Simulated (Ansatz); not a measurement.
The system is TiO.

```
CELL_PARAMETERS angstrom
3.03100 0.00000 0.00000
-1.51550 2.62492 0.00000
0.00000 0.00000 3.23770
ATOMIC_POSITIONS crystal
Ti 0.66667 0.33333 0.00000
O 0.00000 0.00000 0.50000
```

Base run:

- Program: Ansatz 0.2.0
- Functional: PBE0
- Potentials or basis: Ansatz PAW
- Cutoff: 420 eV (not typed: the program's choice for these potentials)
- k mesh: 8 × 8 × 6
- Occupations: fermi-dirac, width 0.05 eV
- Spin: no spin polarisation

Its results: band gap on the k mesh 1.10 eV, direct; pressure -42.1 GPa.

The run is repeated on the same cell with these changes: functional from PBE0 to HSE06. What comes out?

Band gap on the k mesh 0.50 eV, direct; pressure -41.9 GPa.

Caveats: a pressure of tens of GPa on the cell as given is suspect, and the run, the potentials or the cell itself is likely at fault; the PAW data sets come from PBE, with cores solved anew for the run's functional, which leaves a small shift of forces and pressure; the thresholds are loose for stress.
